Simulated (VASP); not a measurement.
# GaSb (F-43m) in VASP: further runs

The runs below take GaSb through single point, with PBE+D4, revPBE.

All numbers are computed with VASP 6.6.1; they aren't measurements. Logs are shortened: lines on timing, memory, paths and dates and some standing lists are left out, and cuts for length are marked.

**Measured values to compare with.**

From a printed reference work, data compilation, for a bulk crystal of GaSb at 4.2 K: band gap 0.811 eV (direct).

How close the calculation comes is told below.

### 1 The cell of the first run

Symmetry: F-43m, No. 216, cubic system. Conventional cell: a = 6.077 Å, b = 6.077 Å, c = 6.077 Å, α = 90.00°, β = 90.00°, γ = 90.00°. Sb (site symmetry -43m) has 4 Ga at 2.63 Å within 3.5 Å. Within 3.5 Å of Ga (site symmetry -43m) lie 4 Sb at 2.63 Å.

### 2 Single point, PBE+D4

File INCAR:

```
PREC     = Accurate       # precision mode
ENCUT    = 520            # plane-wave cutoff, eV
EDIFF    = 1E-7           # SCF threshold, eV
ISMEAR   = -1             # smearing method
SIGMA    = 0.05           # smearing width, eV
LREAL    = F              # projectors in reciprocal space
LASPH    = T              # aspherical terms in the spheres
NELM     = 60             # most SCF steps
ALGO     = Normal         # electronic algorithm
ISIF     = 2              # what is computed and relaxed
LWAVE    = F              # write WAVECAR
LCHARG   = F              # write CHGCAR
GGA      = PE             # functional
IVDW     = 13             # dispersion correction
NBANDS   = 16             # bands
```

File KPOINTS:

```
Automatic mesh
0
Gamma
  8 8 8
```

File POSCAR:

```
GaSb
1.0
    0.0000000000      3.0384691801      3.0384691801
    3.0384691801      0.0000000000      3.0384691801
    3.0384691801      3.0384691801      0.0000000000
Sb Ga
1 1
Direct
    0.7500000000      0.7500000000      0.7500000000
    0.0000000000      0.0000000000      0.0000000000
```

Potentials or basis: VASP PAW PBE potentials, release 64 (Sb, Ga_d).

On the command line:

```sh
$ cat potpaw_PBE.64/Sb/POTCAR potpaw_PBE.64/Ga_d/POTCAR > POTCAR
$ mpirun -np 1 vasp_std > vasp.out
```

OUTCAR:

```text
PREC = Accurate
   ENCUT = 520
   EDIFF = 1E-7
   ISMEAR = -1
   LREAL = F
   LASPH = T
   NELM = 60
   ISIF = 2
   GGA = PE
   IVDW = 13

 ion  position               nearest neighbor table
   1  0.750  0.750  0.750-   2 2.63   2 2.63   2 2.63   2 2.63
   2  0.000  0.000  0.000-   1 2.63   1 2.63   1 2.63   1 2.63

  LATTYP: Found a face centered cubic cell.
 ALAT       =     6.0769383602

  Lattice vectors:

 A1 = (   0.0000000000,   3.0384691801,   3.0384691801)
 A2 = (   3.0384691801,   0.0000000000,   3.0384691801)
 A3 = (   3.0384691801,   3.0384691801,   0.0000000000)

Analysis of symmetry for initial positions (statically):
=====================================================================
 Subroutine PRICEL returns:
 Original cell was already a primitive cell.

 Routine SETGRP: Setting up the symmetry group for a
 face centered cubic supercell.

 Subroutine GETGRP returns: Found 24 space group operations
 (whereof 24 operations were pure point group operations)
 out of a pool of 48 trial point group operations.

The static configuration has the point symmetry T_d .

Analysis of symmetry for dynamics (positions and initial velocities):
=====================================================================
 Subroutine PRICEL returns:
 Original cell was already a primitive cell.

 Routine SETGRP: Setting up the symmetry group for a
 face centered cubic supercell.

 Subroutine GETGRP returns: Found 24 space group operations
 (whereof 24 operations were pure point group operations)
 out of a pool of 48 trial point group operations.

The dynamic configuration has the point symmetry T_d .

 Subroutine INISYM returns: Found 24 space group operations
 (whereof 24 operations are pure point group operations),
 and found     1 'primitive' translations

----------------------------------------------------------------------------------------

                                     Primitive cell

  volume of cell :      56.1041

  direct lattice vectors                    reciprocal lattice vectors
     0.000000000  3.038469180  3.038469180    -0.164556548  0.164556548  0.164556548
     3.038469180  0.000000000  3.038469180     0.164556548 -0.164556548  0.164556548
     3.038469180  3.038469180  0.000000000     0.164556548  0.164556548 -0.164556548

  length of vectors
     4.297044323  4.297044323  4.297044323     0.285020302  0.285020302  0.285020302

[... 78 lines left out ...]
   ENCUT  =  520.0 eV  38.22 Ry    6.18 a.u.   7.99  7.99  7.99*2*pi/ulx,y,z
   NELM   =     60;   NELMIN=  2; NELMDL= -5     # of ELM steps
   EDIFF  = 0.1E-06   stopping-criterion for ELM
   LREAL  =      F    real-space projection
   EDIFFG = 0.1E-05   stopping-criterion for IOM
   NSW    =      0    number of steps for IOM
   IBRION =     -1    ionic relax: 0-MD 1-quasi-New 2-CG
   NFREE  =      0    steps in history (QN), initial steepest desc. (CG)
   ISIF   =      2    stress and relaxation
   ISYM   =      2    0-nonsym 1-usesym 2-fastsym
   POTIM  = 0.5000    time-step for ionic-motion
   TEBEG  =    0.0;   TEEND  =   0.0 temperature during run
   PSTRESS=    0.0 pullay stress
   NELECT =      18.0000    total number of electrons
   NUPDOWN=      -1.0000    fix difference up-down
   EMIN   =  10.00;   EMAX   =-10.00  energy-range for DOS
   EFERMI =   0.00;   METHOD = LEGACY
   ISMEAR =    -1;   SIGMA  =   0.05  broadening in eV -4-tet -1-fermi 0-gaus
   EFERMI_NEDOS =   21; number of points for ismear=-14 and -15
   IALGO  =     38    algorithm
   IMIX   =      4    mixing-type and parameters
     AMIX     =   0.40;   BMIX     =  1.00
     AMIX_MAG =   1.60;   BMIX_MAG =  1.00
  volume/ion in A,a.u.               =      28.05       189.30
  Fermi-wavevector in a.u.,A,eV,Ry     =   1.120730  2.117872 17.089391  1.256035
  Thomas-Fermi vector in A             =   2.257378
   LORBIT       =      0    0 simple, 1 ext, 2 COOP (PROOUT), +10 PAW based schemes
   GGA     = PE    functional components
   LHFCALC =     F    Hartree Fock is set to
   AEXX    =    0.0000 exact exchange contribution
   IVDW    =    13    specifies the selected vdW correction
   LEPSILON=     F    determine dielectric tensor
   LRPA    =     F    only Hartree local field effects (RPA)
 non-spin polarized calculation
  energy-cutoff  :      520.00
  volume of cell :       56.10
 maximum number of plane-waves:      1540
   NGX = 15   NGY = 15   NGZ = 15

 number of electron      17.9999985 magnetization

 Free energy of the ion-electron system (eV)
  ---------------------------------------------------
  ext. energy  EPLUGINS =         0.00000000
  ---------------------------------------------------
  free energy    TOTEN  =        -7.32483425 eV

  energy without entropy =       -7.32453715  energy(sigma->0) =       -7.32468570

 E-fermi :   5.2033     XC(G=0):  -9.1769

 val. band max:        5.0803564377   @ k =   0.0000   0.0000   0.0000
 cond. band min:       5.2614187211   @ k =   0.0000   0.0000   0.0000
 fundamental gap:      0.1810622835
 Fermi energy:         5.2032663432

 k-point     1 :       0.0000    0.0000    0.0000
  band No.  band energies     occupation
      1      -9.9973      2.00000
      2      -9.9973      2.00000
      3      -9.9973      2.00000
      4      -9.9444      2.00000
      5      -9.9444      2.00000
      6      -6.5386      2.00000
[... 433 lines left out ...]
      3      -9.9793      2.00000
      4      -9.9478      2.00000
      5      -9.9443      2.00000
      6      -4.4965      2.00000
[... 8 lines left out ...]
     15      14.7732      0.00000
     16      15.3365      0.00000

 [... further k-points ...]

------------------------ aborting loop because EDIFF is reached ----------------------------------------

  DFT-D4 for vdW energy calculation

  Edisp (eV):   -0.86395

  FORCE on cell =-STRESS in cart. coord.  units (eV):
  Direction    XX          YY          ZZ          XY          YZ          ZX
  --------------------------------------------------------------------------------------
  -------------------------------------------------------------------------------------
  Total       0.34632     0.34632     0.34632     0.00000     0.00000    -0.00000
  in kB       9.88999     9.88999     9.88999     0.00000     0.00000    -0.00000
  external pressure =        9.89 kB  Pullay stress =        0.00 kB

 VOLUME and BASIS-vectors are now :
 -----------------------------------------------------------------------------
  energy-cutoff  :      520.00
  volume of cell :       56.10
      direct lattice vectors                 reciprocal lattice vectors
     0.000000000  3.038469180  3.038469180    -0.164556548  0.164556548  0.164556548
     3.038469180  0.000000000  3.038469180     0.164556548 -0.164556548  0.164556548
     3.038469180  3.038469180  0.000000000     0.164556548  0.164556548 -0.164556548

 POSITION                                       TOTAL-FORCE (eV/Angst)
 -----------------------------------------------------------------------------------
      4.55770      4.55770      4.55770         0.000000      0.000000     -0.000000
      0.00000      0.00000      0.00000        -0.000000     -0.000000      0.000000
 -----------------------------------------------------------------------------------
    total drift:                               -0.000002     -0.000002     -0.000002

  FREE ENERGIE OF THE ION-ELECTRON SYSTEM (eV)
  ---------------------------------------------------
  free  energy   TOTEN  =        -8.1887807716 eV

  energy  without entropy=       -8.1884836706  energy(sigma->0) =       -8.18863222
```

Wall time 11 s (1 thread of Intel Xeon 6975P-C (Granite Rapids), shared host); peak memory 0.18 GiB.

Results:

| Item | Value |
| --- | --- |
| Free energy | -8.1888 eV |
| Pressure | 1.0 GPa |
| Band gap on the k mesh | 0.18 eV, direct |
| Dispersion energy per atom | -0.432 eV |

Caveat: spin-orbit coupling is left out, which moves the levels of the heavy elements.

### 3 Single point, revPBE

File INCAR:

```
  ALGO = Normal
  EDIFF = 1E-6
  ENCUT = 520
  GGA = RE
  ISIF = 2
  ISMEAR = -1
  LASPH = T
  LCHARG = T
  LELF = T
  LREAL = F
  LVHAR = T
  LWAVE = F
  NBANDS = 16
  NELM = 60
  PREC = Accurate
  SIGMA = 0.05
```

File KPOINTS:

```
k-points
0
Gamma
  8 8 8
```

POSCAR is that of step 2.

Potentials or basis: VASP PAW PBE potentials, release 64 (Sb, Ga_d).

On the command line:

```sh
$ cat potpaw_PBE.64/Sb/POTCAR potpaw_PBE.64/Ga_d/POTCAR > POTCAR
$ mpirun -np 1 vasp_std > vasp.out
```

It took 11 s on 1 thread of Intel Xeon 6975P-C (Granite Rapids), shared host; peak memory 0.18 GiB.

The run converged. Its results:

| Quantity | Value |
| --- | --- |
| Free energy | -6.7285 eV |
| Pressure | 4.7 GPa |
| Band gap on the k mesh | 0.25 eV, direct |

Levels at points of the mesh, in eV from the valence-band top:
```
           k point  band 6  band 7  band 8  band 9  band 10  band 11  band 12  band 13
(0.00, 0.00, 0.00)  -11.59    0.00    0.00    0.00     0.25     2.78     2.78     2.78
(0.50, 0.00, 0.00)   -9.92   -6.44   -1.19   -1.19     0.50     3.76     3.76     6.57
(0.50, 0.50, 0.00)   -9.06   -6.88   -2.64   -2.64     0.94     1.28     8.84     8.84
```

Caveat: the PAW data sets were made with another functional, which shifts forces and pressure a little; spin-orbit coupling is left out, which moves the levels of the heavy elements.

### 4 Single point, revPBE

This run uses another cell than the first one, of 28.62 Å³/atom, 1.020 times its volume.

File INCAR:

```
SYSTEM = GaSb
ALGO = Normal
EDIFF = 1E-6
ENCUT = 520
GGA = RE
ISIF = 2
ISMEAR = -1
LASPH = .TRUE.
LCHARG = .FALSE.
LREAL = .FALSE.
LWAVE = .FALSE.
NBANDS = 16
NELM = 100
PREC = Accurate
SIGMA = 0.05
```

File KPOINTS:

```
k-points
0
G
  8 8 8
  0 0 0
```

File POSCAR:

```
GaSb
1.0
    0.0000000000      3.0590000000      3.0590000000
    3.0590000000      0.0000000000      3.0590000000
    3.0590000000      3.0590000000      0.0000000000
Sb Ga
1 1
Direct
    0.7500000000      0.7500000000      0.7500000000
    0.0000000000      0.0000000000      0.0000000000
```

On the command line:

```sh
$ cat potpaw_PBE.64/Sb/POTCAR potpaw_PBE.64/Ga_d/POTCAR > POTCAR
$ mpirun -np 1 vasp_std > vasp.out
```

Wall time 12 s (1 thread of Intel Xeon 6975P-C (Granite Rapids), shared host); peak memory 0.18 GiB.

The run converged. Its results:

* Free energy: -6.7580 eV
* Pressure: 3.5 GPa
* Band gap on the k mesh: 0.11 eV, direct

Levels at points of the mesh, in eV from the valence-band top:
| k point | band 5 | band 6 | band 7 | band 8 | band 9 | band 10 | band 11 | band 12 | band 13 | band 14 |
| --- | --- | --- | --- | --- | --- | --- | --- | --- | --- | --- |
| (0.00, 0.00, 0.00) | -14.99 | -11.45 | 0.00 | 0.00 | 0.00 | 0.11 | 2.79 | 2.79 | 2.79 | 5.96 |
| (0.50, 0.00, 0.00) | -14.99 | -9.83 | -6.34 | -1.15 | -1.15 | 0.46 | 3.76 | 3.76 | 6.59 | 9.47 |
| (0.50, 0.50, 0.00) | -14.98 | -9.00 | -6.79 | -2.57 | -2.57 | 0.96 | 1.32 | 8.71 | 8.71 | 10.15 |

Caveat: the PAW data sets were made with another functional, which shifts forces and pressure a little; spin-orbit coupling is left out, which moves the levels of the heavy elements. A k mesh can miss the band edges.

### 5 Overview

| level | cell | gap on the mesh (eV) | pressure (GPa) |
| --- | --- | --- | --- |
| PBE+D4 | a = 4.297 Å, angles 60.0°, 2 atoms | 0.18 | 1.0 |
| revPBE | a = 4.297 Å, angles 60.0°, 2 atoms | 0.25 | 4.7 |
| revPBE | a = 4.326 Å, angles 60.0°, 2 atoms | 0.11 | 3.5 |

Alike in all rows: task single point; potentials or basis VASP PAW PBE potentials, release 64 (Sb, Ga_d); no spin polarisation; k mesh 8 × 8 × 8; cutoff (eV) 520; smearing fermi-dirac 0.05 eV.

Caveats: spin-orbit coupling is left out, which moves the levels of the heavy elements; the PAW data sets were made with another functional, which shifts forces and pressure a little (some runs).

Total energies depend on the potentials used, so only differences within one code and one set of settings carry meaning.

### 6 How close it comes

Step 2. Measured gap of GaSb: 0.811 eV (direct; 4.2 K; a printed reference work, data compilation). This calculation gives 0.18 eV (-0.63 eV). Spin-orbit coupling on Ga, Sb is left out. The value is that of PBE+D4 on a finite k mesh, which can miss the band edges, without temperature or zero-point motion. Semilocal functionals fall short of measured gaps as a rule.
